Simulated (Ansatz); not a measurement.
# Stability checks on a candidate for C

The cell was found from a structure generator's guess, not taken from experiment.

Computed with DFT PBE, scalar-relativistic, plane waves, PAW (Ansatz 0.2.0). Cutoff 420 eV, Γ-centred 24×24×12 mesh (2-atom cell), Gaussian smearing of 0.10 eV, no spin polarisation.

```yaml
crystal:
  lattice:
    - [2.46650, 0.00000, 0.00000]
    - [-1.23325, 2.13605, 0.00000]
    - [0.00000, 0.00000, 4.42394]
  atoms:
    - { symbol: C, position: [0.33333, 0.66667, 0.50000] }
    - { symbol: C, position: [0.66667, 0.33333, 0.50000] }
```

Energies count from the standard state of C at the same level.

Question: These tests were run: phonons on a 6×6×2 q mesh; elastic tensor. What do they show?

Answer:

| test | result |
| --- | --- |
| phonons on a 6×6×2 q mesh | imaginary modes down to 7i cm⁻¹ |
| elastic tensor | least eigenvalue 0 GPa |

It fails none of these tests outright. Other phases of the system weren't compared here, so this isn't yet thermodynamic stability. Undecided within the accuracy: phonons on a 6×6×2 q mesh and elastic tensor.

Weakly bound directions are ill-defined at this level, which has no dispersion term. The reference form of C is held partly by dispersion forces, which this level lacks. The run for the phonons used a 24×24×12 k mesh and Fermi–Dirac smearing of 0.15 eV. The run for the elastic tensor used a 24×24×12 k mesh and Fermi–Dirac smearing of 0.15 eV.
